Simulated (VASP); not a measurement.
# MoS2 (R-3m) in VASP: settings compared

Aim: see how the results for MoS2 move with the level of theory and the settings. Levels: PBE, PBE0. Tasks: single point.

All numbers are computed with VASP 6.6.1; they aren't measurements. Logs are shortened: lines on timing, memory, paths and dates and some standing lists are left out, and cuts for length are marked.

## 1. The crystal as given

It takes space group R-3m (No. 166, trigonal). Conventional cell: a = 3.171 Å, b = 3.171 Å, c = 18.345 Å, α = 90.00°, β = 90.00°, γ = 120.00°. Mo (site symmetry -3m) has 6 S at 2.39 Å as nearest neighbours. Around S (site symmetry 3m) lie 3 Mo at 2.39 Å.

Measurements of this composition are mostly on another form, of space group No. 194.

## 2. Single point, PBE, spin-orbit coupling, no magnetisation

INCAR

```
SYSTEM = MoS2
PREC = Accurate
ENCUT = 600
EDIFF = 1E-7
ISMEAR = 0
SIGMA = 0.02
LREAL = .FALSE.
LASPH = .TRUE.
NELM = 100
ALGO = Normal
ISIF = 2
LWAVE = .FALSE.
LCHARG = .FALSE.
LNONCOLLINEAR = .TRUE.
MAGMOM = 0 0 0 0 0 0 0 0 0
LORBIT = 11
LSORBIT = .TRUE.
GGA_COMPAT = .FALSE.
LMAXMIX = 4
GGA = PE
NBANDS = 42
```

KPOINTS

```
Automatic mesh
0
G
  5 5 5
  0 0 0
```

POSCAR

```
MoS2
1.0
    1.5855000000      0.9153888518      6.1149966667
   -1.5855000000      0.9153888518      6.1149966667
    0.0000000000     -1.8307777036      6.1149966667
Mo S
1 2
Direct
    0.0000000000      0.0000000000      0.0000000000
    0.2500000000      0.2500000000      0.2500000000
    0.7500000000      0.7500000000      0.7500000000
```

Potentials or basis: VASP PAW PBE potentials, release 64 (Mo_sv, S).

Started as:

```
cat potpaw_PBE.64/Mo_sv/POTCAR potpaw_PBE.64/S/POTCAR > POTCAR
mpirun -np 1 vasp_ncl > vasp.out
```

OUTCAR:

```text
SYSTEM = MoS2
   PREC = Accurate
   ENCUT = 600
   EDIFF = 1E-7
   ISMEAR = 0
   LREAL = .FALSE.
   LASPH = .TRUE.
   NELM = 100
   ISIF = 2
   LNONCOLLINEAR = .TRUE.
   LORBIT = 11
   LSORBIT = .TRUE.
   GGA = PE

 Found     19 irreducible k-points:

 Following reciprocal coordinates:
            Coordinates               Weight
  0.000000  0.000000  0.000000      1.000000
  0.200000  0.000000 -0.000000      6.000000
  0.400000  0.000000  0.000000      6.000000
  0.200000  0.200000 -0.000000      6.000000
  0.400000  0.200000  0.000000     12.000000
 -0.400000  0.200000  0.000000     12.000000
   k-points           NKPTS =     19   k-points in BZ     NKDIM =     19   number of bands    NBANDS=     42
   number of dos      NEDOS =    301   number of ions     NIONS =      3
   total plane-waves  NPLWV = 157464
   dimension x,y,z NGX =    54 NGY =   54 NGZ =   54
   dimension x,y,z NGXF=   108 NGYF=  108 NGZF=  108
   ions per type =               1   2
   NGX,Y,Z   is equivalent  to a cutoff of  14.06, 14.06, 14.06 a.u.
   NGXF,Y,Z  is equivalent  to a cutoff of  28.13, 28.13, 28.13 a.u.
 SYSTEM =  MoS2
   PREC   = accura    normal or accurate (medium, high low for compatibility)
   ISTART =      0    job   : 0-new  1-cont  2-samecut
   ICHARG =      2    charge: 1-file 2-atom 10-const
   ISPIN  =      1    spin polarized calculation?
   LNONCOLLINEAR =      T non collinear calculations
   LSORBIT =      T    spin-orbit coupling
   LASPH  =      T    aspherical Exc in radial PAW
   ENCUT  =  600.0 eV  44.10 Ry    6.64 a.u.  12.75 12.75 12.75*2*pi/ulx,y,z
   NELM   =    100;   NELMIN=  2; NELMDL= -5     # of ELM steps
   EDIFF  = 0.1E-06   stopping-criterion for ELM
   LREAL  =      F    real-space projection
[... 7 lines left out ...]
   TEBEG  =    0.0;   TEEND  =   0.0 temperature during run
   PSTRESS=    0.0 pullay stress
   NELECT =      26.0000    total number of electrons
   NUPDOWN=      -1.0000    fix difference up-down
   EMIN   =  10.00;   EMAX   =-10.00  energy-range for DOS
   EFERMI =   0.00;   METHOD = LEGACY
   ISMEAR =     0;   SIGMA  =   0.02  broadening in eV -4-tet -1-fermi 0-gaus
   EFERMI_NEDOS =   21; number of points for ismear=-14 and -15
   IALGO  =     38    algorithm
   IMIX   =      4    mixing-type and parameters
     AMIX     =   0.40;   BMIX     =  1.00
     AMIX_MAG =   1.60;   BMIX_MAG =  1.00
  volume/ion in A,a.u.               =      17.75       119.78
  Fermi-wavevector in a.u.,A,eV,Ry     =   1.289118  2.436081 22.610522  1.661826
  Thomas-Fermi vector in A             =   2.421031
   LORBIT       =     11    0 simple, 1 ext, 2 COOP (PROOUT), +10 PAW based schemes
   GGA     = PE    functional components
   LHFCALC =     F    Hartree Fock is set to
   AEXX    =    0.0000 exact exchange contribution
   IVDW    =     0    specifies the selected vdW correction
   LEPSILON=     F    determine dielectric tensor
   LRPA    =     F    only Hartree local field effects (RPA)
 Gauss-broadening in eV      SIGMA  =   0.02
  energy-cutoff  :      600.00
  volume of cell :       53.25
 maximum number of plane-waves:      3580
 NGX is ok and might be reduce to    54
   NGX = 25   NGY = 25   NGZ = 25

 number of electron      26.0000000 magnetization      -0.0000000      0.0000000      0.0000000

 number of electron      26.0000000 magnetization       0.0000000      0.0000000      0.0000000

 number of electron      26.0000000 magnetization      -0.0000000     -0.0000000      0.0000000

 Free energy of the ion-electron system (eV)
  ---------------------------------------------------
  ext. energy  EPLUGINS =         0.00000000
  ---------------------------------------------------
  free energy    TOTEN  =       -21.01520108 eV

  energy without entropy =      -21.01396224  energy(sigma->0) =      -21.01458166

 E-fermi :   7.4727     XC(G=0): -10.8257

 val. band max:        7.4685463998   @ k =   0.0000   0.0000   0.0000
 cond. band min:       7.5242162306   @ k =   0.2000   0.2000   0.2000
 fundamental gap:      0.0556698307
 Fermi energy:         7.4726750722

 k-point     1 :       0.0000    0.0000    0.0000
  band No.  band energies     occupation
      1     -53.9566      1.00000
      2     -53.9566      1.00000
      3     -29.6156      1.00000
      4     -29.6156      1.00000
      5     -27.2242      1.00000
      6     -27.2242      1.00000
[... 30 lines left out ...]
     37      14.5500      0.00000
     38      14.5500      0.00000

 k-point     2 :       0.2000    0.0000   -0.0000
  band No.  band energies     occupation
      1     -53.9427      1.00000
      2     -53.9427      1.00000
      3     -29.6565      1.00000
      4     -29.6565      1.00000
      5     -27.2720      1.00000
      6     -27.2720      1.00000
[... 30 lines left out ...]
     37      15.8073      0.00000
     38      15.8073      0.00000

 k-point     3 :       0.4000    0.0000    0.0000
  band No.  band energies     occupation
      1     -53.9201      1.00000
      2     -53.9201      1.00000
      3     -29.7285      1.00000
      4     -29.7285      1.00000
      5     -27.4221      1.00000
      6     -27.4221      1.00000
[... 30 lines left out ...]
     37      15.1045      0.00000
     38      15.1045      0.00000

 k-point     4 :       0.2000    0.2000   -0.0000
  band No.  band energies     occupation
      1     -53.9427      1.00000
      2     -53.9427      1.00000
      3     -29.6565      1.00000
      4     -29.6565      1.00000
      5     -27.2720      1.00000
      6     -27.2720      1.00000
[... 30 lines left out ...]
     37      15.6344      0.00000
     38      15.6344      0.00000

 k-point     5 :       0.4000    0.2000    0.0000
  band No.  band energies     occupation
      1     -53.9244      1.00000
      2     -53.9244      1.00000
      3     -29.7125      1.00000
      4     -29.7125      1.00000
      5     -27.3796      1.00000
      6     -27.3796      1.00000
[... 30 lines left out ...]
     37      16.2107      0.00000
     38      16.2107      0.00000

 k-point     6 :      -0.4000    0.2000    0.0000
  band No.  band energies     occupation
      1     -53.9131      1.00000
      2     -53.9131      1.00000
      3     -29.7476      1.00000
      4     -29.7476      1.00000
      5     -27.4454      1.00000
      6     -27.4454      1.00000
[... 30 lines left out ...]
     37      15.4252      0.00000
     38      15.4252      0.00000

 [... further k-points ...]

 [bands above 38 left out]

------------------------ aborting loop because EDIFF is reached ----------------------------------------

  FORCE on cell =-STRESS in cart. coord.  units (eV):
  Direction    XX          YY          ZZ          XY          YZ          ZX
  --------------------------------------------------------------------------------------
  -------------------------------------------------------------------------------------
  Total        2.2597200      2.2597200      3.1690155     -0.0000000      0.0000000      0.0000000
  in kB       67.9901301     67.9901301     95.3488814     -0.0000000      0.0000000      0.0000000
  external PRESSURE =      77.1097138 kB  Pullay stress =       0.0000000 kB

 VOLUME and BASIS-vectors are now :
 -----------------------------------------------------------------------------
  energy-cutoff  :      600.00
  volume of cell :       53.25
      direct lattice vectors                 reciprocal lattice vectors
     1.585500000  0.915388852  6.114996667     0.315357931  0.182071986  0.054510796
    -1.585500000  0.915388852  6.114996667    -0.315357931  0.182071986  0.054510796
     0.000000000 -1.830777704  6.114996667     0.000000000 -0.364143973  0.054510796

 POSITION                                       TOTAL-FORCE (eV/Angst)
 -----------------------------------------------------------------------------------
      0.00000      0.00000      0.00000         0.000000      0.000000      0.000000
      0.00000      0.00000      4.58625         0.000000     -0.000000     -0.896371
      0.00000      0.00000     13.75874         0.000000      0.000000      0.896371
 -----------------------------------------------------------------------------------
    total drift:                                0.000000      0.000000     -0.000000

  FREE ENERGIE OF THE ION-ELECTRON SYSTEM (eV)
  ---------------------------------------------------
  free  energy   TOTEN  =       -21.0152010764 eV

  energy  without entropy=      -21.0139622394  energy(sigma->0) =      -21.01458166

 Spin-Orbit-Coupling matrix elements

 Ion:    1  E_soc:     -0.1966950
 l=   1
     0.0000000    -0.0294432    -0.0295109
    -0.0294432     0.0000000    -0.0294432
    -0.0295109    -0.0294432     0.0000000
 l=   2
     0.0000000    -0.0005350     0.0000000    -0.0005350    -0.0032643
    -0.0005350     0.0000000    -0.0020956    -0.0003548    -0.0005350
     0.0000000    -0.0020956     0.0000000    -0.0020956     0.0000000
    -0.0005350    -0.0003548    -0.0020956     0.0000000    -0.0005350
    -0.0032643    -0.0005350     0.0000000    -0.0005350     0.0000000
 l=   3
     0.0000000     0.0000000     0.0000000     0.0000000     0.0000000     0.0000000     0.0000000
     0.0000000     0.0000000     0.0000000     0.0000000     0.0000000     0.0000000     0.0000000
     0.0000000     0.0000000     0.0000000     0.0000000     0.0000000     0.0000000     0.0000000
     0.0000000     0.0000000     0.0000000     0.0000000     0.0000000     0.0000000     0.0000000
     0.0000000     0.0000000     0.0000000     0.0000000     0.0000000     0.0000000     0.0000000
     0.0000000     0.0000000     0.0000000     0.0000000     0.0000000     0.0000000     0.0000000
     0.0000000     0.0000000     0.0000000     0.0000000     0.0000000     0.0000000     0.0000000

 Ion:    2  E_soc:     -0.0034905
 l=   1
     0.0000000    -0.0004275    -0.0008902
    -0.0004275     0.0000000    -0.0004275
    -0.0008902    -0.0004275     0.0000000
 l=   2
     0.0000000     0.0000000     0.0000000     0.0000000     0.0000000
     0.0000000     0.0000000     0.0000000     0.0000000     0.0000000
     0.0000000     0.0000000     0.0000000     0.0000000     0.0000000
     0.0000000     0.0000000     0.0000000     0.0000000     0.0000000
     0.0000000     0.0000000     0.0000000     0.0000000     0.0000000
 l=   3
     0.0000000     0.0000000     0.0000000     0.0000000     0.0000000     0.0000000     0.0000000
     0.0000000     0.0000000     0.0000000     0.0000000     0.0000000     0.0000000     0.0000000
     0.0000000     0.0000000     0.0000000     0.0000000     0.0000000     0.0000000     0.0000000
     0.0000000     0.0000000     0.0000000     0.0000000     0.0000000     0.0000000     0.0000000
     0.0000000     0.0000000     0.0000000     0.0000000     0.0000000     0.0000000     0.0000000
     0.0000000     0.0000000     0.0000000     0.0000000     0.0000000     0.0000000     0.0000000
     0.0000000     0.0000000     0.0000000     0.0000000     0.0000000     0.0000000     0.0000000

 Ion:    3  E_soc:     -0.0034905
 l=   1
     0.0000000    -0.0004275    -0.0008902
    -0.0004275     0.0000000    -0.0004275
    -0.0008902    -0.0004275     0.0000000
 l=   2
     0.0000000     0.0000000     0.0000000     0.0000000     0.0000000
     0.0000000     0.0000000     0.0000000     0.0000000     0.0000000
     0.0000000     0.0000000     0.0000000     0.0000000     0.0000000
     0.0000000     0.0000000     0.0000000     0.0000000     0.0000000
     0.0000000     0.0000000     0.0000000     0.0000000     0.0000000
 l=   3
     0.0000000     0.0000000     0.0000000     0.0000000     0.0000000     0.0000000     0.0000000
     0.0000000     0.0000000     0.0000000     0.0000000     0.0000000     0.0000000     0.0000000
     0.0000000     0.0000000     0.0000000     0.0000000     0.0000000     0.0000000     0.0000000
     0.0000000     0.0000000     0.0000000     0.0000000     0.0000000     0.0000000     0.0000000
     0.0000000     0.0000000     0.0000000     0.0000000     0.0000000     0.0000000     0.0000000
     0.0000000     0.0000000     0.0000000     0.0000000     0.0000000     0.0000000     0.0000000
     0.0000000     0.0000000     0.0000000     0.0000000     0.0000000     0.0000000     0.0000000

 total charge

# of ion       s       p       d       tot
------------------------------------------
    1        2.303   6.235   3.967  12.505
    2        1.366   2.343   0.000   3.709
    3        1.366   2.343   0.000   3.709
--------------------------------------------------
tot          5.036  10.920   3.967  19.923

 magnetization (x)

# of ion       s       p       d       tot
------------------------------------------
    1        0.000   0.000   0.000   0.000
    2        0.000  -0.000   0.000  -0.000
    3        0.000  -0.000   0.000  -0.000
--------------------------------------------------
tot          0.000  -0.000   0.000  -0.000

 magnetization (y)

# of ion       s       p       d       tot
------------------------------------------
    1        0.000   0.000   0.000   0.000
    2        0.000   0.000   0.000   0.000
    3        0.000   0.000   0.000   0.000
--------------------------------------------------
tot          0.000   0.000   0.000   0.000

 magnetization (z)

# of ion       s       p       d       tot
------------------------------------------
    1        0.000   0.000   0.000   0.000
    2        0.000   0.000   0.000   0.000
    3        0.000   0.000   0.000   0.000
--------------------------------------------------
tot          0.000   0.000   0.000   0.000
```

Wall time 9.1 min (1 thread of Intel Xeon 6975P-C (Granite Rapids), shared host); peak memory 0.91 GiB.

The run converged, but some of its settings lie outside the range that counts as converged, so its numbers aren't taken as properties of the crystal.

What came out:

* Free energy: -21.0152 eV
* Pressure: 7.7 GPa
* Largest force: 0.896 eV/Å
* Valence electrons inside the program's atomic spheres: Mo 12.51; S 3.71

Caveat: the k mesh is coarse (spacing up to 0.46 Å⁻¹), so the values aren't converged; the cell's inner coordinates are idealised or old, which leaves forces on the atoms.

## 3. Single point, PBE, spin-orbit coupling, no magnetisation

Changes to INCAR since step 2:

```diff
@@ -2,3 +2,3 @@
 PREC = Accurate
-ENCUT = 600
+ENCUT = 500
 EDIFF = 1E-7
```

KPOINTS

```
Automatic mesh
0
G
  6 6 6
  0 0 0
```

POSCAR is that of step 2.

Potentials or basis: VASP PAW PBE potentials, release 64 (Mo_sv, S).

Started as:

```
cat potpaw_PBE.64/Mo_sv/POTCAR potpaw_PBE.64/S/POTCAR > POTCAR
mpirun -np 1 vasp_ncl > vasp.out
```

Wall time 6.9 min (1 thread of Intel Xeon 6975P-C (Granite Rapids), shared host); peak memory 0.75 GiB.

The run converged, but some of its settings lie outside the range that counts as converged, so its numbers aren't taken as properties of the crystal.

What came out:

| Property | Result |
| --- | --- |
| Free energy | -21.0726 eV |
| Pressure | 7.9 GPa |
| Largest force | 0.930 eV/Å |
| Valence electrons inside the program's atomic spheres | Mo 12.49; S 3.71 |

Caveat: the k mesh is coarse (spacing up to 0.39 Å⁻¹), so the values aren't converged; the cell's inner coordinates are idealised or old, which leaves forces on the atoms.

[end of part 1 of 2]
